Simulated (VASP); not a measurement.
# V2O5 (Pmmn) in VASP: further runs

Runs on V2O5. Level: rev-vdW-DF2. Tasks: relaxation of cell and atoms.

Program: VASP 6.6.1. These are calculated values, not measurements. Logs are shortened: lines on timing, memory, paths and dates and some standing lists are left out, and cuts for length are marked.

**1. The structure**

It takes space group Pmmn (No. 59, orthorhombic). The conventional cell has a = 3.564 Å, b = 11.512 Å, c = 4.368 Å, α = 90.00°, β = 90.00°, γ = 90.00°. V (site symmetry m) has 2 O at 1.58 to 1.78 Å as nearest neighbours. O (site symmetry m) is surrounded by 1 V at 1.58 Å. O (site symmetry m) is surrounded by 3 V at 1.88 to 2.02 Å. O (site symmetry mm2) has 2 V at 1.78 Å as nearest neighbours.

**2. Relaxation of cell and atoms, rev-vdW-DF2**

Contents of INCAR:

```
SYSTEM = V2O5
PREC = Accurate
ENCUT = 600
EDIFF = 1E-6
ISMEAR = 0
SIGMA = 0.03
LREAL = .False.
LASPH = .True.
NELM = 80
ALGO = Normal
ISIF = 3
LWAVE = .False.
LCHARG = .False.
GGA = MK
LUSE_VDW = .True.
AGGAC = 0.0
PARAM1 = 0.1234
PARAM2 = 0.711357
ZAB_VDW = -1.8867
IBRION = 2
NSW = 90
EDIFFG = -0.01
KPAR = 4
```

Contents of KPOINTS:

```
Automatic mesh
0
Gamma
  8 4 6
  0 0 0
```

Contents of POSCAR:

```
V2O5
1.0
    3.5640000000      0.0000000000      0.0000000000
    0.0000000000     11.5120000000      0.0000000000
    0.0000000000      0.0000000000      4.3680000000
V O
4 10
Direct
    0.0000000000      0.8511800000      0.1083000000
    0.0000000000      0.1488200000      0.1083000000
    0.5000000000      0.3511800000      0.8917000000
    0.5000000000      0.6488200000      0.8917000000
    0.0000000000      0.8543000000      0.4690000000
    0.0000000000      0.1457000000      0.4690000000
    0.5000000000      0.3543000000      0.5310000000
    0.5000000000      0.6457000000      0.5310000000
    0.0000000000      0.6811000000      0.9970000000
    0.0000000000      0.3189000000      0.9970000000
    0.5000000000      0.1811000000      0.0030000000
    0.5000000000      0.8189000000      0.0030000000
    0.0000000000      0.0000000000      0.9990000000
    0.5000000000      0.5000000000      0.0010000000
```

Potentials or basis: VASP PAW PBE potentials, release 64 (V_sv, O).

Started as:

```sh
> cat potpaw_PBE.64/V_sv/POTCAR potpaw_PBE.64/O/POTCAR > POTCAR
> mpirun -np 4 vasp_std > vasp.out
```

OUTCAR:

```text
SYSTEM = V2O5
   PREC = Accurate
   ENCUT = 600
   EDIFF = 1E-6
   ISMEAR = 0
   LREAL = .False.
   LASPH = .True.
   NELM = 80
   ISIF = 3
   GGA = MK
   IBRION = 2
   NSW = 90
   EDIFFG = -0.01

 ion  position               nearest neighbor table
   1  0.000  0.851  0.108-   5 1.58  13 1.78  12 1.88  12 1.88   9 2.02
   2  0.000  0.149  0.108-   6 1.58  13 1.78  11 1.88  11 1.88  10 2.02
   3  0.500  0.351  0.892-   7 1.58  14 1.78  10 1.88  10 1.88  11 2.02
   4  0.500  0.649  0.892-   8 1.58  14 1.78   9 1.88   9 1.88  12 2.02
   5  0.000  0.854  0.469-   1 1.58
   6  0.000  0.146  0.469-   2 1.58
   7  0.500  0.354  0.531-   3 1.58
   8  0.500  0.646  0.531-   4 1.58
   9  0.000  0.681  0.997-   4 1.88   4 1.88   1 2.02
  10  0.000  0.319  0.997-   3 1.88   3 1.88   2 2.02
  11  0.500  0.181  0.003-   2 1.88   2 1.88   3 2.02
  12  0.500  0.819  0.003-   1 1.88   1 1.88   4 2.02
  13  0.000  0.000  0.999-   1 1.78   2 1.78
  14  0.500  0.500  0.001-   3 1.78   4 1.78

  LATTYP: Found a simple orthorhombic cell.
 ALAT       =     3.5640000000
 B/A-ratio  =     1.2255892256
 C/A-ratio  =     3.2300785634

  Lattice vectors:

 A1 = (  -3.5640000000,   0.0000000000,   0.0000000000)
 A2 = (   0.0000000000,   0.0000000000,   4.3680000000)
 A3 = (   0.0000000000,  11.5120000000,   0.0000000000)

Analysis of symmetry for initial positions (statically):
=====================================================================
 Subroutine PRICEL returns:
 Original cell was already a primitive cell.

 Routine SETGRP: Setting up the symmetry group for a
 simple orthorhombic supercell.

 Subroutine GETGRP returns: Found  8 space group operations
 (whereof  4 operations were pure point group operations)
 out of a pool of  8 trial point group operations.

The static configuration has the point symmetry C_2v.
 The point group associated with its full space group is D_2h.

Analysis of symmetry for dynamics (positions and initial velocities):
=====================================================================
 Subroutine PRICEL returns:
 Original cell was already a primitive cell.

 Routine SETGRP: Setting up the symmetry group for a
 simple orthorhombic supercell.

 Subroutine GETGRP returns: Found  8 space group operations
 (whereof  4 operations were pure point group operations)
 out of a pool of  8 trial point group operations.

The dynamic configuration has the point symmetry C_2v.
 The point group associated with its full space group is D_2h.

 Subroutine INISYM returns: Found  8 space group operations
 (whereof  4 operations are pure point group operations),
 and found     1 'primitive' translations

----------------------------------------------------------------------------------------

                                     Primitive cell

  volume of cell :     179.2137

  direct lattice vectors                    reciprocal lattice vectors
     3.564000000  0.000000000  0.000000000     0.280583614  0.000000000  0.000000000
     0.000000000 11.512000000  0.000000000     0.000000000  0.086865879  0.000000000
     0.000000000  0.000000000  4.368000000     0.000000000  0.000000000  0.228937729

  length of vectors
     3.564000000 11.512000000  4.368000000     0.280583614  0.086865879  0.228937729

  position of ions in fractional coordinates (direct lattice)
     0.000000000  0.851180000  0.108300000
     0.000000000  0.148820000  0.108300000
     0.500000000  0.351180000  0.891700000
     0.500000000  0.648820000  0.891700000
     0.000000000  0.854300000  0.469000000
     0.000000000  0.145700000  0.469000000
     0.500000000  0.354300000  0.531000000
     0.500000000  0.645700000  0.531000000
     0.000000000  0.681100000  0.997000000
     0.000000000  0.318900000  0.997000000
     0.500000000  0.181100000  0.003000000
     0.500000000  0.818900000  0.003000000
     0.000000000  0.000000000  0.999000000
     0.500000000  0.500000000  0.001000000

  ion indices of the primitive-cell ions
   primitive index   ion index
                 1           1
                 2           2
[... 48 lines left out ...]
   EFERMI_NEDOS =   21; number of points for ismear=-14 and -15
   IALGO  =     38    algorithm
   IMIX   =      4    mixing-type and parameters
     AMIX     =   0.40;   BMIX     =  1.00
     AMIX_MAG =   1.60;   BMIX_MAG =  1.00
  volume/ion in A,a.u.               =      12.80        86.39
  Fermi-wavevector in a.u.,A,eV,Ry     =   1.399664  2.644982 26.654621  1.959059
  Thomas-Fermi vector in A             =   2.522701
   LORBIT       =      0    0 simple, 1 ext, 2 COOP (PROOUT), +10 PAW based schemes
   GGA     = MK    functional components
   LHFCALC =     F    Hartree Fock is set to
   AEXX    =    0.0000 exact exchange contribution
   IVDW_NL    =     1    kernel type
   BPARAM     = 6.3000
   IVDW    =     0    specifies the selected vdW correction
   LEPSILON=     F    determine dielectric tensor
   LRPA    =     F    only Hartree local field effects (RPA)
 conjugate gradient relaxation of ions
 non-spin polarized calculation
 Gauss-broadening in eV      SIGMA  =   0.03
  energy-cutoff  :      600.00
  volume of cell :      179.21
 maximum number of plane-waves:      6024
   NGX = 15   NGY = 45   NGZ = 17

--------------------------------------- Ionic step        1  -------------------------------------------

 number of electron     112.0000015 magnetization

 Free energy of the ion-electron system (eV)
  ---------------------------------------------------
  ext. energy  EPLUGINS =         0.00000000
  ---------------------------------------------------
  free energy    TOTEN  =       -93.20227865 eV

  energy without entropy =      -93.20227865  energy(sigma->0) =      -93.20227865

------------------------ aborting loop because EDIFF is reached ----------------------------------------

  FORCE on cell =-STRESS in cart. coord.  units (eV):
  Direction    XX          YY          ZZ          XY          YZ          ZX
  --------------------------------------------------------------------------------------
  -------------------------------------------------------------------------------------
  Total        0.7382305      2.1896559      6.7230038      0.0000000      0.0000000      0.0000000
  in kB        6.5998102     19.5756124     60.1039246      0.0000000      0.0000000      0.0000000
  external PRESSURE =      28.7597824 kB  Pullay stress =       0.0000000 kB
[... 37 lines left out ...]
--------------------------------------- Ionic step        2  -------------------------------------------

 number of electron     112.0000021 magnetization

 E-fermi :   0.7749     XC(G=0):  -9.9269

 val. band max:        0.5411652940   @ k =   0.0000   0.0000   0.5000
 cond. band min:       1.9284589323   @ k =   0.0000   0.0000   0.0000
 fundamental gap:      1.3872936382
 Fermi energy:         0.7749244541

 k-point     1 :       0.0000    0.0000    0.0000
  band No.  band energies     occupation
      1     -63.6473      2.00000
      2     -63.6455      2.00000
      3     -63.6340      2.00000
      4     -63.6322      2.00000
      5     -37.7549      2.00000
      6     -37.7072      2.00000
[... 1766 lines left out ...]
  energy  without entropy=      -93.2435295002  energy(sigma->0) =      -93.24352950

Total vdW correction in eV:     20.2561854

[... ionic steps 4 to 34 ...]

--------------------------------------- Ionic step       35  -------------------------------------------

 number of electron     111.9999986 magnetization

------------------------ aborting loop because EDIFF is reached ----------------------------------------
[... 95 lines left out ...]
--------------------------------------- Ionic step       37  -------------------------------------------

 number of electron     111.9999986 magnetization

 Free energy of the ion-electron system (eV)
  ---------------------------------------------------
  ext. energy  EPLUGINS =         0.00000000
  ---------------------------------------------------
  free energy    TOTEN  =       -93.26993148 eV

  energy without entropy =      -93.26993148  energy(sigma->0) =      -93.26993148

 E-fermi :   1.3201     XC(G=0): -10.1672

 val. band max:        0.9930395173   @ k =   0.5000   0.0000   0.5000
 cond. band min:       2.5922600846   @ k =   0.0000   0.0000   0.0000
 fundamental gap:      1.5992205674
 Fermi energy:         1.3200547805

 k-point     1 :       0.0000    0.0000    0.0000
  band No.  band energies     occupation
      1     -63.0185      2.00000
      2     -63.0167      2.00000
      3     -63.0071      2.00000
      4     -63.0053      2.00000
      5     -37.1210      2.00000
      6     -37.1175      2.00000
[... 1716 lines left out ...]
  energy  without entropy=      -93.2699314810  energy(sigma->0) =      -93.26993148

Total vdW correction in eV:     20.1452929

 reached required accuracy - stopping structural energy minimisation
```

Wall time 1.5 h (4 MPI ranks of Intel Xeon 6975P-C (Granite Rapids), shared host); peak memory 1.2 GiB.

Results:

```yaml
Free_energy: -93.2699 eV
Relaxed_volume: 12.57 Å³/atom
Relaxed_cell: a = 3.552 Å, b = 11.686 Å, c = 4.241 Å, α = 90.00°, β = 90.00°, γ = 90.00°
Space_group_after_relaxing_to_0.05_Å: Pmmn (No. 59)
Energy_gained_by_relaxing: 4.8 meV/atom
Ionic_steps: 37
Pressure_after_relaxing: 0.0 GPa
Largest_force_after_relaxing: 0.007 eV/Å
Band_gap_on_the_k_mesh: 1.60 eV, indirect (least direct gap 1.92 eV)
```

Forces in eV/Å, atoms in the order of the input:
```
V    0.000  0.005  0.003
V    0.000 -0.005  0.003
V    0.000  0.005 -0.003
V    0.000 -0.005 -0.003
O    0.000 -0.006  0.001
O    0.000  0.006  0.001
O    0.000 -0.006 -0.001
O    0.000  0.006 -0.001
O    0.000 -0.002 -0.002
O    0.000  0.002 -0.002
O    0.000 -0.002  0.002
O    0.000  0.002  0.002
O    0.000  0.000  0.007
O    0.000  0.000 -0.007
```

Step by step:
```
step  energy change (eV)  largest force (eV/Å)  pressure (GPa)  volume (Å³)
   1              0.0000                1.0974            2.88       179.21
   2              0.9843                3.9997           -9.08       185.22
   3             -0.0413                0.2608            0.39       180.13
   4             -0.0416                0.1859            0.57       180.06
   5             -0.0416                0.1699            0.62       180.04
   6             -0.0474                0.0865           -0.68       181.24
   7             -0.0478                0.0825           -0.42       181.00
   8             -0.0514                0.0605           -0.30       180.66
   9             -0.0530                0.1946           -0.04       180.01
  10             -0.0533                0.1460           -0.11       180.18
  11             -0.0554                0.0689           -0.04       179.86
  12             -0.0559                0.0947            0.04       179.57
  13             -0.0577                0.0785           -0.04       179.36
  14             -0.0600                0.1251           -0.26       178.72
  15             -0.0609                0.0669           -0.17       178.58
  16             -0.0616                0.0760            0.04       178.27
  17             -0.0616                0.0742            0.00       178.30
  18             -0.0619                0.0711            0.01       178.25
  19             -0.0626                0.0621           -0.02       178.12
  20             -0.0636                0.0450           -0.09       177.86
  21             -0.0641                0.0913           -0.22       177.33
  22             -0.0645                0.0688           -0.14       177.16
  23             -0.0646                0.0773           -0.04       176.94
  24             -0.0650                0.0638           -0.06       176.85
  25             -0.0654                0.0682           -0.11       176.66
  26             -0.0658                0.0567           -0.04       176.54
  27             -0.0665                0.0601            0.19       176.18
  28             -0.0665                0.0748            0.27       176.05
  29             -0.0669                0.0513            0.24       175.98
  30             -0.0673                0.0225            0.15       175.81
  31             -0.0674                0.0161            0.11       175.85
  32             -0.0674                0.0269            0.07       175.91
  33             -0.0675                0.0217            0.00       175.96
  34             -0.0675                0.0223           -0.05       175.99
  35             -0.0675                0.0208           -0.06       176.01
  36             -0.0676                0.0164           -0.08       176.06
  37             -0.0677                0.0073            0.00       176.02
```

Final structure:
```xyz
14
Lattice="3.5517 0.0000 0.0000 0.0000 11.6863 0.0000 0.0000 0.0000 4.2408" Properties=species:S:1:pos:R:3 pbc="T T T"
V     0.0000    9.9590    0.4621
V     0.0000    1.7273    0.4621
V     1.7759    4.1158    3.7786
V     1.7759    7.5704    3.7786
O     0.0000    9.9792    2.0616
O     0.0000    1.7071    2.0616
O     1.7759    4.1360    2.1792
O     1.7759    7.5502    2.1792
O     0.0000    7.9661    4.2293
O     0.0000    3.7202    4.2293
O     1.7759    2.1229    0.0115
O     1.7759    9.5633    0.0115
O     0.0000    0.0000    0.0236
O     1.7759    5.8431    4.2171
```

Caveat: the PAW data sets were made with another functional, which shifts forces and pressure a little. A k mesh can miss the band edges.

**3. Relaxation of cell and atoms, rev-vdW-DF2**

This run uses another cell than the first one, of 12.57 Å³/atom, 0.982 times its volume.

Edit INCAR of step 2 so:

```diff
@@ -3,3 +3,3 @@
 ENCUT = 600
-EDIFF = 1E-6
+EDIFF = 1E-7
 ISMEAR = 0
@@ -21,3 +21,3 @@
 NSW = 90
-EDIFFG = -0.01
+EDIFFG = -0.005
 KPAR = 4
```

KPOINTS is that of step 2.

Contents of POSCAR:

```
V2O5                                    
1.0
    3.5517101631      0.0000000000      0.0000000000
    0.0000000000     11.6862637279      0.0000000000
    0.0000000000      0.0000000000      4.2407899421
  V               O             
     4    10
Direct
     0.0000000000000000    0.8521946553760760    0.1089750537047482
     0.0000000000000000    0.1478053446239241    0.1089750537047482
     0.5000000000000000    0.3521946553760759    0.8910249462952519
     0.5000000000000000    0.6478053446239240    0.8910249462952519
     0.0000000000000000    0.8539217613985041    0.4861428916209249
     0.0000000000000000    0.1460782386014958    0.4861428916209249
     0.5000000000000000    0.3539217613985042    0.5138571083790747
     0.5000000000000000    0.6460782386014959    0.5138571083790747
     0.0000000000000000    0.6816600325363602    0.9972918580307677
     0.0000000000000000    0.3183399674636396    0.9972918580307677
     0.5000000000000000    0.1816600325363603    0.0027081419692321
     0.5000000000000000    0.8183399674636398    0.0027081419692321
     0.0000000000000000    0.0000000000000000    0.0055764924179170
     0.5000000000000000    0.5000000000000000    0.9944235075820830
```

Potentials or basis: VASP PAW PBE potentials, release 64 (V_sv, O).

Started as:

```sh
> cat potpaw_PBE.64/V_sv/POTCAR potpaw_PBE.64/O/POTCAR > POTCAR
> mpirun -np 4 vasp_std > vasp.out
```

It took 40 min on 4 MPI ranks of Intel Xeon 6975P-C (Granite Rapids), shared host; peak memory 1.2 GiB.

Results (log left out):

```yaml
Free_energy: -93.2622 eV
Relaxed_volume: 12.59 Å³/atom
Relaxed_cell: a = 3.551 Å, b = 11.680 Å, c = 4.251 Å, α = 90.00°, β = 90.00°, γ = 90.00°
Space_group_after_relaxing_to_0.05_Å: Pmmn (No. 59)
Energy_gained_by_relaxing: 0.0 meV/atom
Ionic_steps: 20
Pressure_after_relaxing: 0.0 GPa
Largest_force_after_relaxing: 0.004 eV/Å
Band_gap_on_the_k_mesh: 1.61 eV, indirect (least direct gap 1.93 eV)
```

Forces on the atoms (eV/Å):
```
V    0.000  0.003  0.000
V    0.000 -0.003  0.000
V    0.000  0.003  0.000
V    0.000 -0.003  0.000
O    0.000  0.000 -0.001
O    0.000  0.000 -0.001
O    0.000  0.000  0.001
O    0.000  0.000  0.001
O    0.000  0.000 -0.003
O    0.000  0.000 -0.003
O    0.000  0.000  0.003
O    0.000  0.000  0.003
O    0.000  0.000  0.004
O    0.000  0.000 -0.004
```

The path:
| step | energy change (eV) | largest force (eV/Å) | pressure (GPa) | volume (Å³) |
| --- | --- | --- | --- | --- |
| 1 | 0.0000 | 0.0077 | 0.01 | 176.02 |
| 2 | 0.0000 | 0.0234 | 0.00 | 176.04 |
| 3 | 0.0000 | 0.0231 | 0.00 | 176.04 |
| 4 | 0.0000 | 0.0214 | 0.00 | 176.04 |
| 5 | -0.0001 | 0.0201 | 0.03 | 176.06 |
| 6 | -0.0001 | 0.0306 | 0.08 | 176.08 |
| 7 | -0.0001 | 0.0294 | 0.07 | 176.10 |
| 8 | -0.0001 | 0.0261 | 0.06 | 176.14 |
| 9 | -0.0002 | 0.0197 | 0.05 | 176.22 |
| 10 | -0.0002 | 0.0132 | 0.01 | 176.38 |
| 11 | -0.0002 | 0.0151 | 0.03 | 176.28 |
| 12 | -0.0002 | 0.0106 | 0.02 | 176.29 |
| 13 | -0.0002 | 0.0159 | -0.03 | 176.31 |
| 14 | -0.0002 | 0.0116 | -0.03 | 176.32 |
| 15 | -0.0002 | 0.0058 | -0.01 | 176.32 |
| 16 | -0.0002 | 0.0053 | -0.02 | 176.32 |
| 17 | -0.0002 | 0.0055 | -0.02 | 176.32 |
| 18 | -0.0002 | 0.0052 | -0.03 | 176.32 |
| 19 | -0.0002 | 0.0052 | -0.01 | 176.32 |
| 20 | -0.0002 | 0.0040 | -0.01 | 176.32 |

Final structure:
```cif
data_structure
_symmetry_space_group_name_H-M 'P 1'
_symmetry_Int_Tables_number 1
_cell_length_a 3.5508
_cell_length_b 11.6802
_cell_length_c 4.2514
_cell_angle_alpha 90.000
_cell_angle_beta 90.000
_cell_angle_gamma 90.000
_cell_volume 176.32
loop_
_atom_site_label
_atom_site_type_symbol
_atom_site_fract_x
_atom_site_fract_y
_atom_site_fract_z
_atom_site_occupancy
V1 V 0.00000 0.85213 0.10970 1
V2 V 0.00000 0.14787 0.10970 1
V3 V 0.50000 0.35213 0.89030 1
V4 V 0.50000 0.64787 0.89030 1
O1 O 0.00000 0.85372 0.48588 1
O2 O 0.00000 0.14628 0.48588 1
O3 O 0.50000 0.35372 0.51412 1
O4 O 0.50000 0.64628 0.51412 1
O5 O 0.00000 0.68162 0.99705 1
O6 O 0.00000 0.31838 0.99705 1
O7 O 0.50000 0.18162 0.00295 1
O8 O 0.50000 0.81838 0.00295 1
O9 O 0.00000 0.00000 0.00647 1
O10 O 0.50000 0.50000 0.99353 1
```

Levels at points of the mesh, in eV from the valence-band top:
```
           k point  band 53  band 54  band 55  band 56  band 57  band 58  band 59  band 60
(0.00, 0.00, 0.00)    -1.08    -0.87    -0.76    -0.74     1.61     1.77     2.99     3.01
(0.50, 0.00, 0.00)    -0.83    -0.83    -0.78    -0.78     2.06     2.06     2.79     2.79
(0.00, 0.50, 0.00)    -0.87    -0.87    -0.78    -0.78     1.69     1.69     3.05     3.05
(0.50, 0.50, 0.00)    -0.81    -0.81    -0.72    -0.72     2.15     2.15     2.77     2.77
(0.00, 0.00, 0.50)    -0.79    -0.46    -0.28    -0.12     1.81     1.98     3.16     3.20
(0.50, 0.00, 0.50)    -0.22    -0.22     0.00     0.00     2.14     2.14     2.92     2.92
(0.00, 0.50, 0.50)    -0.61    -0.61    -0.20    -0.20     1.89     1.89     3.18     3.18
(0.50, 0.50, 0.50)    -0.06    -0.06    -0.02    -0.02     2.19     2.19     2.87     2.87
```

Caveat: the PAW data sets were made with another functional, which shifts forces and pressure a little. A k mesh can miss the band edges.
